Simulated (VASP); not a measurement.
LiCl: relaxation of cell and atoms with PBE

The system is LiCl.

```
CELL_PARAMETERS angstrom
0.00000 2.56477 2.56477
2.56477 0.00000 2.56477
2.56477 2.56477 0.00000
ATOMIC_POSITIONS crystal
Li 0.00000 0.00000 0.00000
Cl 0.50000 0.50000 0.50000
```

```
Program                : VASP 6.6.1
Task                   : relaxation of cell and atoms
Functional             : PBE
Potentials or basis    : VASP PAW PBE potentials, release 64 (Li_sv, Cl)
Cutoff                 : 600 eV
k mesh                 : 10 × 10 × 10
Occupations            : gaussian, width 0.03 eV
Spin                   : no spin polarisation
Further INCAR settings : ALGO = Normal; EDIFF = 1e-06; IBRION = 2; EDIFFG = -0.01; NSW = 90; ISIF = 3
```

| Item | Value |
| --- | --- |
| Relaxed volume | 17.02 Å³/atom |
| Relaxed cell | a = 3.638 Å, b = 3.638 Å, c = 3.638 Å, α = 60.00°, β = 60.00°, γ = 60.00° |
| Space group after relaxing (to 0.05 Å) | Fm-3m (No. 225) |
| Energy gained by relaxing | 0.1 meV/atom |
| Ionic steps | 4 |
| Pressure after relaxing | 0.0 GPa |
| Band gap on the k mesh | 6.29 eV, direct |

Step by step:
| step | energy change (eV) | largest force (eV/Å) | pressure (GPa) | volume (Å³) |
| --- | --- | --- | --- | --- |
| 1 | 0.0000 | 0.0000 | 0.30 | 33.74 |
| 2 | -0.0002 | 0.0000 | 0.14 | 33.90 |
| 3 | -0.0002 | 0.0000 | -0.15 | 34.20 |
| 4 | -0.0003 | 0.0000 | 0.00 | 34.04 |

Final structure:
```
CELL_PARAMETERS angstrom
0.00000 2.57241 2.57241
2.57241 0.00000 2.57241
2.57241 2.57241 0.00000
ATOMIC_POSITIONS crystal
Li 0.00000 0.00000 0.00000
Cl 0.50000 0.50000 0.50000
```

Levels at points of the mesh, in eV from the valence-band top:
```tsv
k point	band 3	band 4	band 5	band 6	band 7	band 8
(0.00, 0.00, 0.00)	0.00	0.00	0.00	6.29	11.93	11.93
(0.50, 0.00, 0.00)	-2.78	-0.25	-0.25	6.75	9.50	9.50
(0.50, 0.50, 0.00)	-2.85	-1.08	-1.08	7.87	8.31	12.36
```

It took 27 s on 1 thread of Intel(R) Xeon(R) Platinum 8559C (Emerald Rapids), with other jobs on the host, peak memory 0.16 GiB.

Caveat: the cutoff is under 1.25 times the usual one of these potentials, so pressure, stress and relaxed cells hold a basis-set (Pulay) error. A k mesh can miss the band edges.
